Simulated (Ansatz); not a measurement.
Runs of Ansatz 0.2.0 on BeTe. Symmetry: F-43m, No. 216, cubic system. Conventional cell: a = 5.540 Å, b = 5.540 Å, c = 5.540 Å, α = 90.00°, β = 90.00°, γ = 90.00°. Around Te (site symmetry -43m) lie 4 Be at 2.40 Å. Be (site symmetry -43m) is surrounded by 4 Te at 2.40 Å. 

```tsv
task	level	spin	cell	k mesh	smearing	points for each segment of the path	gap on the mesh (eV)	pressure (GPa)	relaxed volume (Å³/atom)
band structure	LDA	off	as given	8 × 8 × 8	fermi-dirac 0.05 eV	14	1.77	(c)	-
relaxation of cell and atoms	PBE	off	relaxed	8 × 8 × 8	fermi-dirac 0.05 eV	-	(b)	0.0	22.71
band structure	PBE	off	as given	8 × 8 × 8	fermi-dirac 0.05 eV	14	1.86	4.3	-
relaxation of cell and atoms	LDA	off	relaxed	8 × 8 × 8	fermi-dirac 0.05 eV	-	1.79	0.0	21.42
band structure	PBEsol	off	as given	8 × 8 × 8	fermi-dirac 0.05 eV	14	1.75	2.3	-
relaxation of cell and atoms	PBEsol	off	relaxed	8 × 8 × 8	fermi-dirac 0.05 eV	-	1.84	0.0	22.02
band structure	LDA	SOC, no magnetisation	as given	6 × 6 × 6	fermi-dirac 0.05 eV	14	(a)	0.6	-
single point	PBE	off	as given	8 × 8 × 8	gaussian 0.011 eV	-	1.86	4.3	-
```

Alike in all rows: potentials or basis Ansatz PAW; cutoff (eV) 420.

**Question.** Fill in the values left out.

**Answer.** (a) 1.46; (b) 2.03; (c) 0.5.

Caveats: spin-orbit coupling is left out, which moves the levels of the heavy elements (some runs); the PAW data sets come from PBE, with cores solved anew for the run's functional, which leaves a small shift of forces and pressure (some runs); the plane-wave basis is chosen anew once the cell has moved, so the energies of steps on either side of that aren't comparable (some runs).

A k mesh can miss the band edges, and rows without SOC leave out spin-orbit coupling on Te.
